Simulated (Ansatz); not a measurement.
# MgS (Niningerite) (Immm) in Ansatz: a series of runs

One crystal, MgS (Niningerite), is run at these levels: PBE; tasks: band structure.

Everything below comes from runs of Ansatz 0.2.0. Logs are shortened: lines on timing, memory, paths and dates and some standing lists are left out, and cuts for length are marked.

### 1 Starting point

The structure is orthorhombic, space group Immm (No. 71). The conventional cell has a = 3.606 Å, b = 3.753 Å, c = 5.203 Å, α = 90.00°, β = 90.00°, γ = 90.00°. S (site symmetry mmm) is surrounded by 6 Mg at 2.60 Å. Mg (site symmetry mmm) has 6 S at 2.60 Å as nearest neighbours.

### 2 Band structure, PBE, 17.60 Å³/atom

Input file input.yaml:

```yaml
crystal:
  lattice:
    - [-0.052033, 2.60165, 2.60165]
    - [2.60165, -0.052033, 2.60165]
    - [2.549617, 2.549617, 0.0]
  atoms:
    - { symbol: S, position: [0.5, 0.5, 0.5] }
    - { symbol: Mg, position: [0.0, 0.0, 0.0] }
hamiltonian:
  xc: pbe
  pseudopotentials: { kind: paw }
kpoints:
  mp_grid: { grid: [8, 8, 8] }
  band_path:
    path:
      - [[0.0, 0.0, 0.0], [-0.37005, -0.37005, -0.7401], [-0.49, -0.2501, -0.7401], [-0.5, 0.0, -0.5], [-0.25, 0.25, -0.5], [0.0, 0.0, -0.5], [0.37005, 0.37005, -0.2599], [0.5, 0.5, 0.0], [0.0, 0.0, 0.0], [-0.38005, 0.38005, 0.0], [0.0, 0.5, 0.0], [-0.25, 0.25, -0.5]]
      - [[-0.51, 0.2501, -0.2599], [-0.38005, 0.38005, 0.0]]
      - [[0.38005, 0.61995, 0.0], [0.5, 0.5, 0.0]]
    npoints: 14
scf:
  occupations: { method: fermi_dirac, width: 0.05 }
  n_extra_bands: 6
output:
  forces: true
  stress: true
  eigenvalues: true
  fatbands: true
  write_density: true
  write_potential: true
  elf: true
  volumetric_format: npy
```

Potentials or basis: Ansatz PAW.

Command:

```bash
> ansatz run input.yaml --threads 2 --pin off --max-ram 5632MiB --backend cpu --events-out ev --progress --plain --runs-dir out
```

What it wrote:

```text
Warning: RAYON_NUM_THREADS=2 ignored (pool sized by the plan → 2); use --threads N
scf.n_extra_bands = 6 over 8 filled bands (N_el = 16.0): the run solves 14 bands
Engine: ansatz 0.2.0, x86_64-unknown-linux-gnu
Pseudopotentials: kind: paw
Pseudopotential: S, paw, valence charge 6, recommended cutoff 420 eV (normal), S.paw.azcp
Pseudopotential: Mg, paw, valence charge 10, recommended cutoff 420 eV (normal), Mg.paw.azcp
Functional definition: PBE
  parameter kappa = 0.804
  parameter beta = 0.06672455060314922
  exchange = pbe_x(kappa = kappa, mu = beta*pi^2/3)
  correlation = pbe_c(beta = beta)
Crystal: 2 atoms, lattice volume = 35.205 Å³
Basis set: ecut = 420 eV, 693 PW (Γ), exchange–correlation on 50×50×50 points (8 copies of the dense FFT grid, shifted against one another)
Bands: 14, of which v1, the nominal top of the filled ones, is band 8 counted from 1 (7 counted from 0)
Symmetry: 8 space group operations
Space group: Immm (ITA 71), of the structure as read, at distance tolerance 3.3e-5 Å
k-points: 95 of 512
Non-local potential: S, projectors of the file, l = 0: 2, l = 1: 2, l = 2: 2
Non-local potential: Mg, projectors of the file, l = 0: 3, l = 1: 2, l = 2: 1
PAW form: soft (Blöchl's): semilocal exchange-correlation on the pseudo side does not see the compensation charge
PAW one-centre angular grid: S, 110 points (default); XC on 64 Gauss nodes
PAW one-centre angular grid: Mg, 110 points (default); XC on 64 Gauss nodes
Initial density: superposition of atomic densities (neutral atoms: chi_scale 0, normalization atom), corrected by the library's trained network
Initial wavefunctions: pseudopotential atomic-orbital guess
Functional: x = pbe(κ = 0.804, μ = 0.2195149727645171), c = pbe(β = 0.06672455060314922)
SCF iter   1: F=—  HF=-2828.737086 eV  |F-HF|=—  |Δ(HF+E_count)|=         —  Δρ=4.38e-4  dr2=5.59e-5  ethr=1.77e-3  ⟨swp⟩=6.7  Hψ=7713  notcnv=0
preconditioner: auto → none  [insulator: Δε(μ)=2.533 eV  Ē_g=13.451 eV  σ=0.050 eV  W_gap=1.00  n_scr=8 (ndim 8)  ℏωp=17.7 eV  f_vac=0.000  D(μ)=0.00/eV (n_scr^D=0)  ε∞_Penn≈2.7]
SCF iter   2: F=—  HF=-2828.737038 eV  |F-HF|=—  |Δ(HF+E_count)|=   4.74e-5  Δρ=2.80e-4  dr2=2.97e-5  ethr=3.49e-7  ⟨swp⟩=3.1  Hψ=3058  notcnv=0  defer=40
SCF iter   3: F=—  HF=-2828.737081 eV  |F-HF|=—  |Δ(HF+E_count)|=   4.30e-5  Δρ=3.00e-4  dr2=4.75e-5  ethr=1.86e-7  ⟨swp⟩=2.0  Hψ=1553  notcnv=0  defer=40
SCF iter   4: F=—  HF=-2828.737065 eV  |F-HF|=—  |Δ(HF+E_count)|=   1.66e-5  Δρ=8.53e-5  dr2=3.49e-6  ethr=1.86e-7  ⟨swp⟩=2.0  Hψ=1510  notcnv=0  defer=40
iter 5 did not close the SCF: its close was put off for the readings that it lacked (scf_convergence_deferred on its scf_iter line)
SCF iter   5: F=-2828.737063 eV  HF=-2828.737063 eV  |F-HF|=6.68e-10  |Δ(HF+E_count)|=   1.13e-6  Δρ=3.56e-6  dr2=2.65e-9  ethr=2.18e-8  ⟨swp⟩=2.0  Hψ=1531  notcnv=0  defer=40
SCF iter   6: F=-2828.737063 eV  HF=-2828.737063 eV  |F-HF|=2.41e-9  |Δ(HF+E_count)|=   5.27e-9  Δρ=2.53e-6  dr2=3.37e-9  ethr=1.65e-11  ⟨swp⟩=8.2  Hψ=7549  notcnv=0
SCF 1 converged in 6 iterations: F = -2828.737063 eV  dr2 = 3.37e-9
NSCF: frozen V_eff on 185 k-points
SCF converged after 6 iterations
Free energy (F): -2828.737063 eV
Harris-Foulkes:  -2828.737063 eV  (|F-HF|=2.41e-9)
Internal energy: -2828.737063 eV  (E = F + TS)
E sigma→0 (E₀):  -2828.737063 eV
Fermi energy:    7.857421 eV
--- Per-component energies (eV) ---
  E_band       = -331.734116
  E_kinetic    = 185.294560
  E_local      = -1665.574021  (includes V_loc(G=0)·N_el)
  E_nonlocal   = 123.411924
  E_hartree    = 592.903688
  E_xc         = -127.746345
  E_vxc        = -127.038544  (∫ρ·V_xc dr)
  E_paw        = -893.077137  (= ΣΔE_a)
  E_vpaw       = -33.635878  (= ΣTr[D̂ρ^β])
  E_aug_tail   = -0.000000  (compensation charges beyond the density's cutoff)
  E_ewald      = -1043.949732
  E_smearing   = -0.000000  (= −TS)
  E_closure    = 0.000000  (closes the sum)
  Σ components = -2828.737063   (vs F -2828.737063, Δ=0.00e0)
--- Forces (eV/Å), atoms counted from 1 ---
  atom   1  S      0.00000000     0.00000000     0.00000000
  atom   2  Mg     0.00000000     0.00000000     0.00000000
  max |Σ_I F_I| component: 8.38e-31 eV/Å
--- Stress (GPa, compression-positive) ---
        1.242144       2.199783      -0.000000
        2.199783       1.242144      -0.000000
        0.000000      -0.000000       1.103494
  P = ⅓ Tr σ = 1.1959 GPa (11.959 kbar)
--- Band table (eV; the first three rows and the last of 95) ---
  k-point 0: bands = ["-68.3279", "-35.0839", "-35.0793", "-35.0752", "-6.2719", "6.2197", "6.3896", "6.5836", "10.0922", "13.9867", "14.3417", "14.6536", "16.6551", "16.6771"]
  k-point 1: bands = ["-68.3278", "-35.0847", "-35.0797", "-35.0754", "-6.1143", "5.4618", "6.1205", "6.3437", "10.8575", "14.1730", "14.2648", "14.6876", "15.9549", "16.0832"]
  k-point 2: bands = ["-68.3277", "-35.0869", "-35.0804", "-35.0757", "-5.6874", "3.6940", "5.9057", "6.0901", "11.2443", "13.9704", "14.2023", "14.8032", "16.3803", "16.8363"]
  k-point 94: bands = ["-68.3275", "-35.0862", "-35.0852", "-35.0778", "-4.5975", "2.2109", "4.4712", "4.9779", "9.1243", "10.8497", "18.4024", "19.0719", "19.7306", "19.8820"]
```

It took 2.9 s on 2 threads of AMD EPYC 7R43 (Zen 3), shared host; peak memory 0.41 GiB.

What came out:

| Item | Value |
| --- | --- |
| Free energy | -2828.7371 eV |
| Pressure | 1.2 GPa |
| Band gap on the k mesh | 2.54 eV, indirect (least direct gap 3.51 eV) |
| Band gap along the path | 2.54 eV, indirect (least direct gap 3.51 eV) |

### 3 Band structure, PBE, 17.61 Å³/atom

Input file input.yaml:

```yaml
crystal:
  lattice:
    - [-0.0260165, 2.60165, 2.60165]
    - [2.60165, -0.0260165, 2.60165]
    - [2.5756335, 2.5756335, 0.0]
  atoms:
    - { symbol: S, position: [0.5, 0.5, 0.5] }
    - { symbol: Mg, position: [0.0, 0.0, 0.0] }
hamiltonian:
  xc: pbe
  pseudopotentials: { kind: paw }
kpoints:
  mp_grid: { grid: [8, 8, 8] }
  band_path:
    path:
      - [[0.0, 0.0, 0.0], [-0.3725125, -0.3725125, -0.745025], [-0.495, -0.250025, -0.745025], [-0.5, 0.0, -0.5], [-0.25, 0.25, -0.5], [0.0, 0.0, -0.5], [0.3725125, 0.3725125, -0.254975], [0.5, 0.5, 0.0], [0.0, 0.0, 0.0], [-0.3775125, 0.3775125, 0.0], [0.0, 0.5, 0.0], [-0.25, 0.25, -0.5]]
      - [[-0.505, 0.250025, -0.254975], [-0.3775125, 0.3775125, 0.0]]
      - [[0.3775125, 0.6224875, 0.0], [0.5, 0.5, 0.0]]
    npoints: 14
scf:
  occupations: { method: fermi_dirac, width: 0.05 }
  n_extra_bands: 6
output:
  forces: true
  stress: true
  eigenvalues: true
  fatbands: false
  write_density: true
  write_potential: true
  elf: true
  volumetric_format: npy
```

Potentials or basis: Ansatz PAW.

Command:

```bash
> ansatz run input.yaml --threads 2 --pin off --max-ram 5632MiB --backend cpu --events-out ev --progress --plain --runs-dir out
```

Wall time 2.5 s (2 threads of AMD EPYC 7R43 (Zen 3), shared host); peak memory 0.4 GiB.

Results (log left out):

```
Free energy             : -2828.7444 eV
Pressure                : 1.2 GPa
Band gap on the k mesh  : 2.68 eV, indirect (least direct gap 3.62 eV)
Band gap along the path : 2.68 eV, indirect (least direct gap 3.62 eV)
```
